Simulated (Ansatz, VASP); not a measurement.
One calculation of Ni, two programs

```
Ni
1.0
     0.00000    1.75997    1.75997
     1.75997    0.00000    1.75997
     1.75997    1.75997    0.00000
Ni
1
Direct
  0.00000 0.00000 0.00000
```

Alike in both runs: functional PBE; k mesh 10 × 10 × 10; occupations gaussian, width 0.1 eV; collinear spin.

Ansatz relaxed the structure, and its values are those at the end. VASP's run is a single point on that final structure, the one shown.

|  | VASP | Ansatz |
| --- | --- | --- |
| version | VASP 6.6.1 | Ansatz 0.2.0 |
| potentials or method | VASP PAW PBE potentials, release 64 (Ni) | scalar-relativistic, plane waves, PAW |
| plane-wave cutoff (eV) | 520 | 420 |
| valence electrons in the cell | 10 | 18 |

Ansatz gave:

```
gap on the k mesh at the Fermi level (eV)                     : none
pressure (GPa)                                                : 0.3
net moment per atom (μB)                                      : 0.73
size of the moment on the site where the two differ most (μB) : 0.77
```

**Question.** Which values does VASP return?

**Answer.** gap on the k mesh at the Fermi level (eV): none; pressure (GPa): 0.2; net moment per atom (μB): 0.72; size of the moment on the site where the two differ most (μB): 0.73.

Site moments also hang on the region over which each program counts them. A gap of «none» marks a metal or a gap that the smearing closes. With one functional, cell and mesh, what is left measures potentials, basis and numerics. The two sets of potentials don't hold the same shells in valence.
